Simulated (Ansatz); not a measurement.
Fluorite SrF₂ was calculated with PBE0 in Ansatz (PAW).

Numerical settings: plane-wave cutoff 460 eV, 8×8×8 k mesh, Fermi–Dirac smearing 0.01 eV, scalar-relativistic PAW data made under PBE.

Response to compression and expansion:

```
V (Å³/atom)  P (GPa)  direct gap at Γ (eV)  smallest gap on the k mesh (eV)
-----------  -------  --------------------  -------------------------------
15.493          4.11                10.138                           10.052
15.989          1.51                 9.954                            9.861
16.308          0.05                 9.840                            9.744
16.716         -1.59                 9.700                            9.600
17.124         -3.01                 9.564                            9.462
```

The fundamental gap (9.74 eV at the equilibrium volume, on the SCF mesh) lies elsewhere than Γ–Γ.

Measured, for comparison: band gap 11.1 eV (temperature not stated, not corrected to a static lattice; as tabulated in Aguado et al. (1999), arXiv:cond-mat/9901145).

Spin–orbit coupling is not included.

Ansatz is a quantum-chemistry and plane-wave program.
